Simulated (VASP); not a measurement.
A run of VASP 6.6.1 is set up as follows.

INCAR

```
SYSTEM = Cr
ALGO     = Fast           ! electronic algorithm
EDIFF    = 1E-6           ! SCF threshold, eV
ENCUT    = 520            ! plane-wave cutoff, eV
GGA      = PS             ! functional
ISIF     = 2              ! what is computed and relaxed
ISMEAR   = 0              ! smearing method
LASPH    = .TRUE.         ! aspherical terms in the spheres
LCHARG   = .TRUE.         ! write CHGCAR
LELF     = .TRUE.         ! ELF
LREAL    = .FALSE.        ! projectors in reciprocal space
LVHAR    = .TRUE.       
LWAVE    = .FALSE.        ! write WAVECAR
NBANDS   = 32             ! bands
NELM     = 100            ! most SCF steps
PREC     = Accurate       ! precision mode
SIGMA    = 0.1            ! smearing width, eV
```

File KPOINTS:

```
k-points
0
G
  15 15 12
  0 0 0
```

File POSCAR:

```
Cr
1.0
    3.7751865348      0.0000000000      0.0000000000
   -1.8875932674      3.2694074432      0.0000000000
    0.0000000000      0.0000000000      4.3024677132
Cr
4
Direct
    0.0000000000      0.0000000000      0.2500000000
    0.0000000000      0.0000000000      0.7500000000
    0.3333333333      0.6666666667      0.7500000000
    0.6666666667      0.3333333333      0.2500000000
```

Potentials or basis: VASP PAW PBE potentials, release 64 (Cr_pv).

The run is started by

```console
$ cat potpaw_PBE.64/Cr_pv/POTCAR > POTCAR
$ mpirun -np 1 vasp_std > vasp.out
```

Estimate the pressure.

-1.1 GPa.

Predict the band gap on the k mesh.

none (metal or under the smearing width).

Stress tensor (GPa, compression positive):
```
-0.59  0.00  0.00
 0.00 -0.59  0.00
 0.00  0.00 -1.99
```

Caveat: the PAW data sets were made with another functional, which shifts forces and pressure a little; the run has no spin polarisation, though such a crystal can be magnetic. Spin polarisation is off, so any magnetic state and its effect on volume and gap are missing.
